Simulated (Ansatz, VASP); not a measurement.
# Cross-check of LiCl between VASP and Ansatz, part 2 of 2

Wanted: the spread between two codes on one cell, functional and k mesh. The cell is taken from a series of VASP runs on this material, whose earlier steps may have relaxed, scaled or displaced it; both programs get it as it stands.

VASP 6.6.1 and Ansatz 0.2.0.

So far: Set-up; VASP: relaxation of cell and atoms, r2SCAN with rVV10.

### 3. Ansatz: relaxation of cell and atoms, r2SCAN with rVV10

Level of this step: Ansatz beside VASP: Kohn-Sham DFT, plane waves, r2SCAN with rVV10 (Ansatz).

Ansatz runs on its default PAW (the set named soft_2) files.

The same cell, functional, mesh and smearing now go to Ansatz, which takes its cutoff from its data sets.

input.yaml

```yaml
crystal:
  lattice:
    - [0.0, 2.5305324857, 2.5305324857]
    - [2.5305324857, 0.0, 2.5305324857]
    - [2.5305324857, 2.5305324857, 0.0]
  atoms:
    - { symbol: Cl, position: [0.5, 0.5, 0.5] }
    - { symbol: Li, position: [0.0, 0.0, 0.0] }
hamiltonian:
  xc: r2scan
  pseudopotentials: { kind: paw }
  dispersion: rvv10
kpoints:
  mp_grid: { grid: [8, 8, 8] }
scf:
  occupations: { method: gaussian, width: 0.03 }
relax:
  f_tol: 0.01
  max_steps: 60
  cell: { stress_tol: 0.05 }
output:
  forces: true
  stress: true
  write_density: true
  write_potential: true
  elf: true
  volumetric_format: npy
```

On the command line:

```console
$ ansatz run input.yaml --threads 4 --pin off --max-ram 9216MiB --backend cpu --events-out ev --progress --plain --runs-dir out
```

Numbers of over 12 decimals in the logs are rounded to 6 here.

Log:

```text
Engine: ansatz 0.2.0, aarch64-unknown-linux-gnu
Pseudopotentials: kind: paw
Pseudopotential: Cl, paw, valence charge 7, recommended cutoff 500 eV (meta_gga), Cl.paw.azcp
Pseudopotential: Li, paw, valence charge 3, recommended cutoff 500 eV (meta_gga), Li.paw.azcp
Functional definition: r2SCAN+rVV10
  parameter k0 = 0.174
  parameter k1 = 0.065
  parameter a1 = 4.9479
  exchange = r2scan_x(k0 = k0, k1 = k1, a1 = a1)
  correlation = r2scan_c + rvv10(11.95, 0.0093)
Crystal: 2 atoms, lattice volume = 32.409 Å³
Basis set: ecut = 500 eV, 869 PW (Γ), exchange–correlation on 120×120×120 points (64 copies of the dense FFT grid, shifted against one another)
Bands: 9, of which v1, the nominal top of the filled ones, is band 5 counted from 1 (4 counted from 0)
Symmetry: 48 space group operations
Space group: Fm-3m (ITA 225), of the structure as read, at distance tolerance 3.2e-5 Å
k-points: 29 of 512
Non-local potential: Cl, projectors of the file, l = 0: 2, l = 1: 2, l = 2: 2
Non-local potential: Li, projectors of the file, l = 0: 3, l = 1: 2, l = 2: 1
PAW form: soft (Blöchl's): semilocal exchange-correlation on the pseudo side does not see the compensation charge
rVV10 density: all electrons in the spheres
PAW frozen core: Cl, regenerated for the run's functional (the file was generated under x = pbe(κ = 0.804, μ = 0.219515), c = pbe(β = 0.066725))
PAW one-centre angular grid: Cl, 302 points (default); XC on 160 Gauss nodes
PAW one-centre angular grid: Li, 302 points (default); XC on 327 of its mesh's 2665 points in the sphere
Initial density: superposition of atomic densities (neutral atoms: chi_scale 0, normalization atom), corrected by the library's trained network
Initial wavefunctions: pseudopotential atomic-orbital guess
Functional: x = r2scan, c = r2scan + rvv10(b = 11.95, C = 0.0093); τ floored in thin density (d = 2e-4 eV/Å³)
SCF iter   1: F=—  HF=-1292.059311 eV  |F-HF|=—  |Δ(HF+E_count)|=         —  Δρ=4.69e-3  dr2=4.16e-3  dr2_τ=2.09e-3  ethr=1.77e-3  ⟨swp⟩=7.4  Hψ=1958  notcnv=0
preconditioner: auto → none  [insulator: Δε(μ)=7.368 eV  Ē_g=15.318 eV  σ=0.030 eV  W_gap=1.00  n_scr=8 (ndim 8)  ℏωp=18.4 eV  f_vac=0.000  D(μ)=0.00/eV (n_scr^D=0)  ε∞_Penn≈2.5]
SCF iter   2: F=—  HF=-1292.080597 eV  |F-HF|=—  |Δ(HF+E_count)|=   2.13e-2  Δρ=1.97e-3  dr2=6.03e-4  dr2_τ=6.66e-5  ethr=4.16e-5  ⟨swp⟩=2.1  Hψ=724  notcnv=0
SCF iter   3: F=—  HF=-1292.080601 eV  |F-HF|=—  |Δ(HF+E_count)|=   4.32e-6  Δρ=6.77e-4  dr2=6.70e-5  dr2_τ=9.83e-6  ethr=6.03e-6  ⟨swp⟩=1.0  Hψ=261  notcnv=0
SCF iter   4: F=—  HF=-1292.080608 eV  |F-HF|=—  |Δ(HF+E_count)|=   6.92e-6  Δρ=3.02e-5  dr2=3.15e-7  dr2_τ=3.37e-8  ethr=6.70e-7  ⟨swp⟩=2.0  Hψ=406  notcnv=0
iter 5 did not close the SCF: its close was put off for the readings that it lacked (scf_convergence_deferred on its scf_iter line)
SCF iter   5: F=-1292.080608 eV  HF=-1292.080608 eV  |F-HF|=6.97e-9  |Δ(HF+E_count)|=   1.58e-7  Δρ=6.71e-6  dr2=2.58e-9  dr2_τ=1.11e-9  ethr=3.15e-9  ⟨swp⟩=2.0  Hψ=357  notcnv=0
SCF iter   6: F=-1292.080608 eV  HF=-1292.080608 eV  |F-HF|=1.30e-11  |Δ(HF+E_count)|=   8.01e-9  Δρ=7.93e-7  dr2=2.02e-10  dr2_τ=2.03e-11  ethr=2.58e-11  ⟨swp⟩=4.3  Hψ=1198  notcnv=0
SCF 1 converged in 6 iterations: F = -1292.080608 eV  dr2 = 2.02e-10
  greatest PAW one-centre occupation: 0.999 electrons in one spin orbital (limit 2), on the Li atom at site 1 (counted from 0), in its partial waves of l = 0
relax step   1: F+E_penalty+E_count = -1292.08060828 eV  Δ(F+E_penalty+E_count) = +0.000e0 eV  max|allowed force component| = 1.606e-30 eV/Å  Δτ_max = 0.0000 Å  P = +0.438 GPa  Ω = 32.409 Å³  (6 SCF iters, dr2 threshold 1.00e-7 eV, accepted)
[...]
relax step   2: F+E_penalty+E_count = -1292.08105029 eV  Δ(F+E_penalty+E_count) = -4.420e-4 eV  max|allowed force component| = 7.498e-31 eV/Å  Δτ_max = 0.0000 Å  P = +0.138 GPa  Ω = 32.666 Å³  energy of the carried Pulay correction = -1.820e-5 eV  (3 SCF iters, dr2 threshold 2.00e-7 eV, accepted)
[...]
relax step   3: F+E_penalty+E_count = -1292.08109420 eV  Δ(F+E_penalty+E_count) = -4.392e-5 eV  max|allowed force component| = 8.710e-31 eV/Å  Δτ_max = 0.0000 Å  P = +0.003 GPa  Ω = 32.785 Å³  energy of the carried Pulay correction = -2.660e-5 eV  (3 SCF iters, dr2 threshold 4.75e-8 eV, accepted)
[...]
relax step   4: F+E_penalty+E_count = -1292.08112078 eV  Δ(F+E_penalty+E_count) = -2.657e-5 eV  max|allowed force component| = 1.865e-30 eV/Å  Δτ_max = 0.0000 Å  P = +0.003 GPa  Ω = 32.785 Å³  stress off target by 2.59e-3 GPa  SCF on the basis re-selected at this cell (its energy is not comparable with the rows above)  (4 SCF iters)
basis re-selected at this cell: Δ(F+E_penalty+E_count) = -2.657e-5 eV, ΔP = -0.000 GPa vs the last step (what re-selecting the basis moved, of the pressure what is left beyond the Pulay correction that the steps carried, after the strain that the cell walked since its last selection, with what the two solves' SCF thresholds leave and, on support functions, any second-order correction that the steps lacked; it is no m [...]
SCF converged after 4 iterations
Free energy (F): -1292.081121 eV
Harris-Foulkes:  -1292.081121 eV  (|F-HF|=3.48e-11)
Internal energy: -1292.081121 eV  (E = F + TS)
E sigma→0 (E₀):  -1292.081121 eV
Fermi energy:    5.247101 eV
--- Per-component energies (eV) ---
  E_band       = -108.575493
  E_kinetic    = 183.715828
  E_local      = -318.189730  (includes V_loc(G=0)·N_el)
  E_nonlocal   = -4.961499
  E_hartree    = 92.489350
  E_xc         = -114.834862
  E_vxc        = -150.738809  (∫ρ·V_xc dr)
  E_paw        = -688.456764  (= ΣΔE_a)
  E_vpaw       = -11.383070  (= ΣTr[D̂ρ^β])
  E_aug_tail   = -0.000061  (compensation charges beyond the density's cutoff)
  E_vtau       = 8.003140  (kinetic-family band-sum trace: ∫τ·v_τ [+ j·A + Jᵃ·Aᵃ] dr)
  E_ewald      = -441.706977
  E_core_change = -0.136407  (= ΣΔE_core)
  E_smearing   = -0.000000  (= −TS)
  E_closure    = -0.000000  (closes the sum)
  Σ components = -1292.081121   (vs F -1292.081121, Δ=0.00e0)
--- Forces (eV/Å), atoms counted from 1 ---
  atom   1  Cl     0.00000000     0.00000000     0.00000000
  atom   2  Li    -0.00000000     0.00000000     0.00000000
  max |Σ_I F_I| component: 3.63e-30 eV/Å
--- Stress (GPa, compression-positive) ---
        0.002586      -0.000000      -0.000000
       -0.000000       0.002586      -0.000000
       -0.000000       0.000000       0.002586
  P = ⅓ Tr σ = 0.0026 GPa (0.026 kbar)
--- Band table (eV; the first three rows and the last of 29) ---
  k-point 0: bands = ["-43.0539", "-12.5201", "1.5778", "1.5778", "1.5778", "8.9163", "14.0638", "14.0638", "14.0638"]
  k-point 1: bands = ["-43.0534", "-12.4365", "1.0269", "1.5315", "1.5315", "9.3820", "13.3793", "14.0713", "14.0713"]
  k-point 2: bands = ["-43.0523", "-12.2231", "-0.0945", "1.4256", "1.4256", "9.6987", "13.0191", "13.0191", "13.4518"]
  k-point 28: bands = ["-43.0498", "-11.6240", "-0.6868", "-0.6868", "0.4365", "11.9425", "12.6451", "12.8067", "12.8067"]
--- Relaxed structure (3 steps of the walk, 3 accepted, 1 SCFs on fresh bases) ---
  F+E_penalty+E_count = -1292.08112078 eV   max|allowed force component| = 1.865e-30 eV/Å   (the final SCF, on the basis selected at the relaxed cell)
  cell:  # Å, volume = 32.7849 Å³
    - [0, 2.540280, 2.540280]
    - [2.540280, 0, 2.540280]
    - [2.540280, 2.540280, 0]
  atoms:
    - { symbol: Cl, position: [0.5, 0.5, 0.5] }
    - { symbol: Li, position: [0, 0, 0] }
```

Elapsed: 5.3 s, on 4 threads of Arm Neoverse N1, shared host; peak memory 0.55 GiB.

### 4. Comparison

Known differences besides the potentials themselves: VASP keeps PBE cores, Ansatz makes them for the functional; both relaxations stop at a tolerance, which leaves soft axes loose, and VASP keeps its plane-wave basis; the cutoff is 500 eV in Ansatz and 650 eV in VASP; Ansatz adds a Pulay correction to the stress that steers its cell, VASP none. Total energies have different zeros and are not compared.

Both answers:

```
                                         quantity  Ansatz   VASP  difference
                                      volume (Å³)   32.78  32.28     +1.56 %
edge a after relaxation, in the typed setting (Å)   3.592  3.574     +0.51 %
```

VASP's last cycles still show a density residual of 2e-03, so its state may not be settled. The walks stopped with 0.00 GPa left in Ansatz and 0.02 GPa in VASP; each walk ends within a tolerance, so the volume difference is uncertain by about these residues over the bulk modulus, most in soft cells.

A further Ansatz single point at VASP's end cell gives 0.59 GPa where VASP has 0.02 GPa.

### 5. Ansatz: relaxation of cell and atoms, HSE06

The relaxed volume is the usual yardstick between codes: its relative difference is about their pressure difference at one cell divided by the bulk modulus. The cell compared in this pair holds 33.33 Å³, against 32.41 Å³ for the pair before.

The cell is taken from a series of VASP runs on this material, whose earlier steps may have relaxed, scaled or displaced it; both programs get it as it stands.

input.yaml, the sections that differ from step 3:

```yaml
crystal:
  lattice:
    - [0.0, 2.5542367314, 2.5542367314]
    - [2.5542367314, 0.0, 2.5542367314]
    - [2.5542367314, 2.5542367314, 0.0]
  atoms:
    - { symbol: Cl, position: [0.5, 0.5, 0.5] }
    - { symbol: Li, position: [0.0, 0.0, 0.0] }
hamiltonian:
  xc: { exchange: pbe, correlation: pbe, exx: { coeff: 0.25, omega: 0.2 } }
  pseudopotentials: { kind: paw }
kpoints:
  mp_grid: { grid: [5, 5, 5] }
output:
  forces: true
  stress: true
# scf, relax: as in step 3
```

Log:

```text
[...]
Crystal: 2 atoms, lattice volume = 33.328 Å³
Basis set: ecut = 420 eV, 645 PW (Γ), exchange–correlation on 50×50×50 points (8 copies of the dense FFT grid, shifted against one another)
Bands: 9, of which v1, the nominal top of the filled ones, is band 5 counted from 1 (4 counted from 0)
Symmetry: 48 space group operations
[...]
k-points: 10 of 125
[...]
guard bands above this table: 2 of the run's 9 bands. The solve was not asked for them (output.publish_guard_bands: true or output.eigenvalues: true publishes all)
--- Relaxed structure (2 steps of the walk, 2 accepted, 1 SCFs on fresh bases) ---
[...]
cell:  # Å, volume = 33.4267 Å³
    - [0, 2.556747, 2.556747]
    - [2.556747, 0, 2.556747]
    - [2.556747, 2.556747, 0]
  atoms:
    - { symbol: Cl, position: [0.5, 0.5, 0.5] }
    - { symbol: Li, position: [0, 0, 0] }
[key lines of the parts left out:]
Free energy (F): -1288.691782 eV
Fermi energy:    4.717399 eV
P = ⅓ Tr σ = 0.0493 GPa (0.493 kbar)
```

It took 12 s on 4 threads; peak memory 0.71 GiB.

### 6. VASP: relaxation of cell and atoms, HSE06

The same cell, functional, mesh and smearing now go to VASP, with its own data sets and cutoff.

The run reads the wave functions of an earlier VASP run, which isn't shown here.

INCAR

```
SYSTEM = LiCl
PREC = Accurate
ENCUT = 650
EDIFF = 1E-06
NELM = 100
ISMEAR = 0
SIGMA = 0.03
LREAL = .FALSE.
ALGO = Normal
LHFCALC = .TRUE.
AEXX = 0.25
GGA = PE
HFSCREEN = 0.2
LASPH = .TRUE.
NBANDS = 11
PRECFOCK = Fast
LORBIT = 11
LWAVE = .FALSE.
LCHARG = .FALSE.
KPAR = 4
IBRION = 2
NSW = 50
ISIF = 3
EDIFFG = -0.006
```

POSCAR

```
LiCl
1.0
    0.0000000000      2.5542367314      2.5542367314
    2.5542367314      0.0000000000      2.5542367314
    2.5542367314      2.5542367314      0.0000000000
Cl Li
1 1
Direct
    0.5000000000      0.5000000000      0.5000000000
    0.0000000000      0.0000000000      0.0000000000
```

KPOINTS

```
Automatic mesh
0
Gamma
5 5 5
0 0 0
```

The projector-augmented-wave data sets are Cl and Li_sv (PBE family, release 64).

On the command line:

```console
$ mpirun -np 4 vasp_std
```

Log:

```text
[banner, memory and clock lines left out]
running    4 mpi-ranks, on    1 nodes
[...]
LDA part: xc-table for (Slater+PW92), standard interpolation
 found WAVECAR, reading the header
 POSCAR, INCAR and KPOINTS ok, starting setup
[...]
reading WAVECAR
 the WAVECAR file was read successfully
 initial charge from wavefunction
 entering main loop
       N       E                     dE             d eps       ncg     rms          rms(c)
DAV:   1    -0.847540633225E+01   -0.84754E+01   -0.28318E-01   311   0.374E+00    0.741E-01
DAV:   2    -0.847608053290E+01   -0.67420E-03   -0.49240E-03   244   0.676E-01    0.551E-01
DAV:   3    -0.847513316563E+01    0.94737E-03   -0.14919E-03   255   0.234E-01    0.365E-01
DAV:   4    -0.847500766549E+01    0.12550E-03   -0.38303E-04   250   0.120E-01    0.239E-01
DAV:   5    -0.847498649467E+01    0.21171E-04   -0.60437E-05   324   0.567E-02    0.145E-01
DAV:   6    -0.847498068085E+01    0.58138E-05   -0.10367E-05   327   0.269E-02    0.845E-02
DAV:   7    -0.847497968302E+01    0.99783E-06   -0.38821E-06   251   0.187E-02
   1 F= -.84749797E+01 E0= -.84749797E+01  d E =-.847498E+01
[...]
reached required accuracy - stopping structural energy minimisation
```

From OUTCAR (step 6):

```text
  Total        0.0061527      0.0061527      0.0061527      0.0000000     -0.0000000     -0.0000000
  in kB        0.2957767      0.2957767      0.2957767      0.0000000     -0.0000000     -0.0000000
  external PRESSURE =       0.2957767 kB  Pullay stress =       0.0000000 kB

 POSITION                                       TOTAL-FORCE (eV/Angst)
 -----------------------------------------------------------------------------------
      2.55424      2.55424      2.55424         0.000000     -0.000000      0.000000
      0.00000      0.00000      0.00000        -0.000000      0.000000     -0.000000
 -----------------------------------------------------------------------------------
    total drift:                               -0.000000     -0.000000      0.000000

  FREE ENERGIE OF THE ION-ELECTRON SYSTEM (eV)
  ---------------------------------------------------
  free  energy   TOTEN  =        -8.4749796830 eV

  energy  without entropy=       -8.4749796830  energy(sigma->0) =       -8.47497968

[... 1 part as in an earlier step ...]

[... 3 further parts left out ...]
[key lines of the parts left out:]
E-fermi :  -0.1715
```

### 7. Differences

What differs besides the data sets and the points named for the pairs above, as far as they apply: exact exchange at q = 0 is treated differently, which shows on coarse meshes; the cutoff is 420 eV in Ansatz and 650 eV in VASP; VASP takes a coarser grid for exact exchange (PRECFOCK = Fast). Total energies have different zeros and are not compared.

Compared:

```
                                         quantity  Ansatz   VASP  difference
                                      volume (Å³)   33.43  33.33     +0.30 %
edge a after relaxation, in the typed setting (Å)   3.616  3.612     +0.10 %
```

The walks stopped with 0.05 GPa left in Ansatz and 0.03 GPa in VASP; each walk ends within a tolerance, so the volume difference is uncertain by about these residues over the bulk modulus, most in soft cells.

### 8. Summary of results

| Item | Value |
| --- | --- |
| difference in volume (relaxation of cell and atoms, r2SCAN with rVV10) | 1.6 % |
| difference in volume (relaxation of cell and atoms, HSE06) | 0.30 % |

The difference in volume is 1.6 % (relaxation of cell and atoms, r2SCAN with rVV10), beyond the 1.2 % picked in this series as the mark of a large difference, as far as the stopping tolerances let one tell. A pressure difference of 0.57 GPa at VASP's end cell goes with 1.6 % of volume, which implies a bulk modulus near 38 GPa: the cell is soft, so a small pressure moves it far. Such differences can come from data sets, numerical settings and the points named under the comparisons, not from the functional's error against experiment.

[Lines on the potential files, build, host, timing and source positions are cut from VASP's logs without a mark.]

[Logs are printed without paths, hosts, clocks, repeated set-up lines and the standing remarks that a program may print on its own settings, such as how far it seeks lower states.]

[Hosts, paths, dates, database ids (printed as entryN), source tags and the programs' standing remarks are cut or masked in the printed files.]
